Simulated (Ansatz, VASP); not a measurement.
## Two plane-wave programs on Ta

```
CELL_PARAMETERS angstrom
0.00000 2.08252 2.08252
2.08252 0.00000 2.08252
2.08252 2.08252 0.00000
ATOMIC_POSITIONS crystal
Ta 0.00000 0.00000 0.00000
```

The cell was built by a generator and needn't be a form met in nature.

Alike in both runs: task relaxation of cell and atoms; functional r2SCAN; k mesh 13 × 13 × 13; occupations fermi-dirac, width 0.1 eV; no spin polarisation.

```csv
,VASP,Ansatz
version,VASP 6.6.1,Ansatz 0.2.0
potentials or method,"VASP PAW PBE potentials, release 64 (Ta_pv)","plane waves (500 eV) with PAW, scalar-relativistic"
plane-wave cutoff (eV),600,500
valence electrons in the cell,11,13
```

VASP gave:

| Item | Value |
| --- | --- |
| relaxed volume (Å³/atom) | 18.67 |
| relaxed cell length with the largest relative difference (Å) | 2.978 |
| energy change over the relaxation (meV/atom) | -13 |

Task: Estimate Ansatz's values.

Result: Relaxed volume (Å³/atom): 18.62; relaxed cell length with the largest relative difference (Å): 2.975; energy change over the relaxation (meV/atom): -11.

The two sets of potentials don't hold the same shells in valence.

Caveats: the PAW data sets were made with another functional, which shifts forces and pressure a little (VASP). The runs have no spin-orbit coupling, so splittings on Ta are missing.
